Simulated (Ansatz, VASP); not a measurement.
**One calculation of CaO, two programs**

```
Ca O
1.0
     0.00000    2.60673    2.52227
     2.60673    0.00000    2.52227
     2.60673    2.60673    0.00000
Ca O
1 1
Direct
  0.00000 0.00000 0.00000
  0.25000 0.25000 0.25000
```

Change from the starting cell: uniaxial_z strain -3.2%.

Alike in both runs: task single point; functional r2SCAN; k mesh 8 × 8 × 8; no spin polarisation.

|  | VASP | Ansatz |
| --- | --- | --- |
| version | VASP 6.6.1 | Ansatz 0.2.0 |
| potentials or method | VASP PAW PBE potentials, release 64 (Ca_sv, O) | plane waves, PAW |
| plane-wave cutoff (eV) | 520 | 500 |
| occupations | gaussian, width 0.01 eV | fixed |
| valence electrons in the cell | 16 | 16 |

VASP gave:

| Quantity | Value |
| --- | --- |
| gap on the k mesh at the Fermi level (eV) | 3.83 |
| pressure (GPa) | 3.8 |
| largest component of the traceless stress (GPa) | 0.10 |

Task: Estimate Ansatz's values.

Result: gap on the k mesh at the Fermi level (eV): 3.86; pressure (GPa): 2.8; largest component of the traceless stress (GPa): 0.14.

Caveats: the PAW data sets were made with another functional, which shifts forces and pressure a little (VASP). A k mesh can miss the band edges.
